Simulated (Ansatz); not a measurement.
# All-electron card of TaC

```
Ta C
1.0
     0.00000    2.22700    2.22700
     2.22700    0.00000    2.22700
     2.22700    2.22700    0.00000
Ta C
1 1
Cartesian
  0.0000 0.0000 0.0000
  2.2270 2.2270 2.2270
```

Atoms are numbered in the order listed.

The cell comes from COD entry 9008731, which wasn't checked; take it as a given geometry.

Spin polarisation is left out, and whether a magnetic state lies lower isn't shown here.

Spin–orbit coupling is left out, though it moves levels of the heavy atoms by tenths of an eV or more.

Levels of theory: DFT, LDA, all-electron LAPW, scalar-relativistic (Ansatz 0.2.0); DFT, LDA, PAW with Ansatz's default frozen-core files, scalar-relativistic (Ansatz 0.2.0).

For LAPW: a Γ-centred 16×16×16 k mesh, Fermi–Dirac smearing of 0.05 eV, basis error target 1 meV/atom, no spin polarisation. PAW takes a cutoff of 420 eV at this cell (files made with PBE, cores remade for this functional). The Ansatz runs share mesh, smearing and spin set-up. Values come from LAPW unless marked.

```
Density of states at the Fermi level (0.2 eV bin) : 0.63 states/eV per cell
Bader charges (from the PAW run)                  : Ta1 +1.82, C2 -1.82 e
Volume per atom                                   : 11.04 Å³
```

Give the computed value. Pressure at this cell.

-9.40 GPa.

Give the computed value. Band gap.

none: with an odd electron count and no spin polarisation the bands can't all be full, a metal in this set-up (spin order or a larger cell could open a gap).

Predict this quantity. Löwdin charges (with 0.05 e of the cell spilling out of the atomic basis, so their sizes and signs hang on that basis).

Ta1 0.79, C2 -0.74 e.
